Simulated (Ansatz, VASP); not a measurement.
KCl in VASP and in Ansatz

Contents of INCAR:

```
SYSTEM = KCl
ALGO     = Normal         ! electronic algorithm
EDIFF    = 1E-6           ! SCF threshold, eV
ENCUT    = 520            ! plane-wave cutoff, eV
GGA      = PE             ! functional
ISIF     = 2              ! what is computed and relaxed
ISMEAR   = -1             ! smearing method
LASPH    = .TRUE.         ! aspherical terms in the spheres
LCHARG   = .FALSE.        ! write CHGCAR
LREAL    = .FALSE.        ! projectors in reciprocal space
LWAVE    = .FALSE.        ! write WAVECAR
NBANDS   = 15             ! bands
NELM     = 60             ! most SCF steps
PREC     = Accurate       ! precision mode
SIGMA    = 0.01           ! smearing width, eV
```

The input KPOINTS:

```
k-points
0
G
  7 7 7
  0 0 0
```

POSCAR

```
KCl
1.0
    3.6885100000      0.0000000000      0.0000000000
    0.0000000000      3.6885100000      0.0000000000
    0.0000000000      0.0000000000      3.6340000000
K Cl
1 1
Direct
    0.0000000000      0.0000000000      0.0000000000
    0.5000000000      0.5000000000      0.5000000000
```

Input for Ansatz:

```yaml
crystal:
  lattice:
    - [3.68851, 0.0, 0.0]
    - [0.0, 3.68851, 0.0]
    - [0.0, 0.0, 3.634]
  atoms:
    - { symbol: K, position: [0.0, 0.0, 0.0] }
    - { symbol: Cl, position: [0.5, 0.5, 0.5] }
kpoints:
  mp_grid: { grid: [7, 7, 7] }
scf:
  occupations: { method: fermi_dirac, width: 0.01 }
hamiltonian:
  xc: pbe
  pseudopotentials: { kind: all_electron, lapw: { basis_error: 0.001 } }
output:
  forces: true
  stress: true
  eigenvalues: true
```

Change from the starting cell: x and y stretched by +1.5 %, z held.

Alike in both runs: task single point; functional PBE; k mesh 7 × 7 × 7; occupations fermi-dirac, width 0.01 eV; no spin polarisation.

```csv
,VASP,Ansatz
version,VASP 6.6.1,Ansatz 0.2.0
potentials or method,"VASP PAW PBE potentials, release 64 (K_sv, Cl)","all-electron LAPW, scalar-relativistic"
plane-wave cutoff (eV),520,see its input
```

```csv
,VASP,Ansatz,Ansatz less VASP
gap on the k mesh at the Fermi level (eV),5.39,5.40,+0.002
pressure (GPa),3.4,3.4,-0.05
largest component of the traceless stress (GPa),0.50,0.50,+0.002
```

Ansatz ran all-electron here, so the differences hold the error of VASP's frozen core and of both bases.

Caveats: an odd mesh through Γ misses points on the zone boundary, where band edges often lie.
